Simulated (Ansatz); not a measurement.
# BAs (F-43m) in Ansatz: notebook, part 2 of 2

Ansatz 0.2.0. The steps go on from the part before.

**6. Single point, RPBE+D4, 13.35 Å³/atom (volume scaled by 0.98)**

Contents of input.yaml:

```yaml
crystal:
  lattice:
    - [0.0, 2.3724693156, 2.3724693156]
    - [2.3724693156, 0.0, 2.3724693156]
    - [2.3724693156, 2.3724693156, 0.0]
  atoms:
    - { symbol: As, position: [0.75, 0.75, 0.75] }
    - { symbol: B, position: [0.0, 0.0, 0.0] }
hamiltonian:
  xc: rpbe
  pseudopotentials: { kind: paw }
  dispersion: d4
kpoints:
  mp_grid: { grid: [10, 10, 10] }
scf:
  occupations: { method: fermi_dirac, width: 0.05 }
output:
  forces: true
  stress: true
  eigenvalues: true
  write_density: true
  write_potential: true
  elf: true
  volumetric_format: npy
```

Potentials or basis: Ansatz PAW.

Started as:

```console
> ansatz run input.yaml --threads 2 --pin off --max-ram 5120MiB --backend cpu --events-out ev --progress --plain --runs-dir out
```

Run time: 1 s. Hardware: 2 threads of AMD EPYC 7B13 (Zen 3), shared host; peak memory 0.34 GiB.

Results (log left out):

| Property | Result |
| --- | --- |
| Free energy | -5020.6037 eV |
| Pressure | -2.1 GPa |
| Band gap on the k mesh | 1.19 eV, indirect (least direct gap 3.31 eV) |

Caveat: the PAW data sets come from PBE, with cores solved anew for the run's functional, which leaves a small shift of forces and pressure.

**7. Single point, RPBE+D4, 13.63 Å³/atom**

Contents of input.yaml:

```yaml
crystal:
  lattice:
    - [0.0, 2.3885, 2.3885]
    - [2.3885, 0.0, 2.3885]
    - [2.3885, 2.3885, 0.0]
  atoms:
    - { symbol: As, position: [0.75, 0.75, 0.75] }
    - { symbol: B, position: [0.0, 0.0, 0.0] }
hamiltonian:
  xc: rpbe
  pseudopotentials: { kind: paw }
  dispersion: d4
kpoints:
  mp_grid: { grid: [10, 10, 10] }
scf:
  occupations: { method: fermi_dirac, width: 0.05 }
output:
  forces: true
  stress: true
  eigenvalues: true
```

Started as:

```console
> ansatz run input.yaml --threads 2 --pin off --max-ram 5120MiB --backend cpu --events-out ev --progress --plain --runs-dir out
```

Wall time 0.83 s (2 threads of AMD EPYC 7B13 (Zen 3), shared host); peak memory 0.36 GiB.

Results (log left out):

- Free energy: -5020.5921 eV
- Pressure: -4.7 GPa
- Band gap on the k mesh: 1.22 eV, indirect (least direct gap 3.28 eV)

Caveat: the PAW data sets come from PBE, with cores solved anew for the run's functional, which leaves a small shift of forces and pressure.

**8. Single point, RPBE+D4, 13.90 Å³/atom (volume scaled by 1.02)**

input.yaml: that of step 7 with these lines changed.

```diff
@@ -2,5 +2,5 @@
   lattice:
-    - [0.0, 2.3885, 2.3885]
-    - [2.3885, 0.0, 2.3885]
-    - [2.3885, 2.3885, 0.0]
+    - [0.0, 2.4043183418, 2.4043183418]
+    - [2.4043183418, 0.0, 2.4043183418]
+    - [2.4043183418, 2.4043183418, 0.0]
   atoms:
```

Started as:

```console
> ansatz run input.yaml --threads 2 --pin off --max-ram 5120MiB --backend cpu --events-out ev --progress --plain --runs-dir out
```

It took 0.86 s on 2 threads of AMD EPYC 7B13 (Zen 3), shared host; peak memory 0.36 GiB.

Results (log left out):

```yaml
Free_energy: -5020.5720 eV
Pressure: -7.1 GPa
Band_gap_on_the_k_mesh: 1.24 eV, indirect (least direct gap 3.26 eV)
```

Caveat: the PAW data sets come from PBE, with cores solved anew for the run's functional, which leaves a small shift of forces and pressure.

**9. Single point, RPBE+D4, 14.17 Å³/atom (volume scaled by 1.04)**

input.yaml: that of step 8 with these lines changed.

```diff
@@ -2,5 +2,5 @@
   lattice:
-    - [0.0, 2.4043183418, 2.4043183418]
-    - [2.4043183418, 0.0, 2.4043183418]
-    - [2.4043183418, 2.4043183418, 0.0]
+    - [0.0, 2.419931236, 2.419931236]
+    - [2.419931236, 0.0, 2.419931236]
+    - [2.419931236, 2.419931236, 0.0]
   atoms:
```

Potentials or basis: Ansatz PAW.

Started as:

```console
> ansatz run input.yaml --threads 2 --pin off --max-ram 5120MiB --backend cpu --events-out ev --progress --plain --runs-dir out
```

It took 0.84 s on 2 threads of AMD EPYC 7B13 (Zen 3), shared host; peak memory 0.36 GiB.

The run converged. Its results:

* Free energy: -5020.5443 eV
* Pressure: -9.2 GPa
* Band gap on the k mesh: 1.26 eV, indirect (least direct gap 3.24 eV)

Caveat: the PAW data sets come from PBE, with cores solved anew for the run's functional, which leaves a small shift of forces and pressure.

**10. Single point, RPBE+D4, 14.44 Å³/atom (volume scaled by 1.06)**

input.yaml: that of step 9 with these lines changed.

```diff
@@ -2,5 +2,5 @@
   lattice:
-    - [0.0, 2.419931236, 2.419931236]
-    - [2.419931236, 0.0, 2.419931236]
-    - [2.419931236, 2.419931236, 0.0]
+    - [0.0, 2.4353452264, 2.4353452264]
+    - [2.4353452264, 0.0, 2.4353452264]
+    - [2.4353452264, 2.4353452264, 0.0]
   atoms:
```

Started as:

```console
> ansatz run input.yaml --threads 2 --pin off --max-ram 5120MiB --backend cpu --events-out ev --progress --plain --runs-dir out
```

It took 0.82 s on 2 threads of AMD EPYC 7B13 (Zen 3), shared host; peak memory 0.36 GiB.

The run converged. Its results:

```yaml
Free_energy: -5020.5099 eV
Pressure: -11.0 GPa
Band_gap_on_the_k_mesh: 1.28 eV, indirect (least direct gap 3.21 eV)
```

Caveat: the PAW data sets come from PBE, with cores solved anew for the run's functional, which leaves a small shift of forces and pressure.

**11. Equation of state, RPBE+D4**

This step only gathers the single runs of the series.

What came out:

- Equilibrium volume: 13.16 Å³/atom
- Bulk modulus: 146 GPa
- Pressure derivative of the bulk modulus: 4.5

Energy against volume, from the lowest point:
```
volume (Å³/atom)  energy (meV/atom)
          12.809               4.24
          13.081               0.00
          13.354               1.08
          13.626               6.88
          13.899              16.93
          14.171              30.77
          14.444              47.98
```

Caveat: the potentials were made for another functional, which shifts forces and pressure.

**12. Summary**

```csv
task,level,k mesh,smearing,points for each segment of the path,q mesh,gap on the mesh (eV)
band structure,PBEsol,10 × 10 × 10,fermi-dirac 0.05 eV,14,-,1.09
phonons,PBEsol,8 × 8 × 8,fixed,8,2 × 2 × 2,1.10
equation of state,RPBE+D4,10 × 10 × 10,fermi-dirac 0.05 eV,-,-,-
```

Alike in all rows: potentials or basis Ansatz PAW; no spin polarisation; cell as given; cutoff (eV) 420.

Caveats: the PAW data sets come from PBE, with cores solved anew for the run's functional, which leaves a small shift of forces and pressure (some runs); the potentials were made for another functional, which shifts forces and pressure (some runs).

Total energies depend on the potentials used, so only differences within one code and one set of settings carry meaning.

**13. Comparison with measurements**

Step 11. A measured bulk modulus of BAs is 148 GPa (quoted in “Basic Physical Properties of Cubic Boron Arsenide”, 2019, arxiv:1911.11281); the calculated 146 GPa misses it by -1.5 %. The fit is for a static lattice scaled at fixed shape and fixed fractional positions.
